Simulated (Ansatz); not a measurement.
# Ag under changes of volume

One of the cells (18.035 Å³/atom); the others are scaled copies at fixed shape and fractional positions:

```
Ag
1.0
     2.88620    0.00000    0.00000
    -1.44310    2.49952    0.00000
     0.00000    0.00000   10.00000
Ag
4
Direct
  0.00000 0.00000 0.50000
  0.00000 0.00000 0.00000
  0.66667 0.33333 0.75000
  0.33333 0.66667 0.25000
```

This isn't the form of Ag at room conditions, which is fcc.

* Program: Ansatz 0.2.0
* Functional: PBEsol
* Potentials or basis: all-electron LAPW, scalar-relativistic
* Cutoff: 241 eV (chosen from the basis error)
* Basis error allowed: 0.001 eV/atom
* k mesh: 11 × 11 × 3
* Occupations: fermi-dirac, width 0.05 eV
* Spin: no spin polarisation

```csv
volume (Å³/atom),energy over the lowest point (meV/atom),pressure (GPa)
16.953,0.00,-1.5
17.314,5.94,-3.7
17.675,?,?
18.035,30.75,-7.2
18.396,48.47,-8.5
18.757,69.03,-9.7
19.117,91.99,-10.7
```

What does the run at 17.675 Å³/atom give?

Energy over the lowest point 16.37 meV/atom; pressure -5.6 GPa.

Worked out: A Birch-Murnaghan fit of order 3 (a polynomial in V^(-2/3)) to the other rows has its minimum at 16.73 Å³/atom, just outside them, with B0 = V·E''(V) = 118 GPa and B' = 5.8 at fixed shape and positions, which overstates the stiffness. It gives 16.42 meV/atom at 17.675 Å³/atom, against the run's 16.37, and -dE/dV = -5.6 GPa, against -5.6.

Energies are extrapolated to zero smearing.
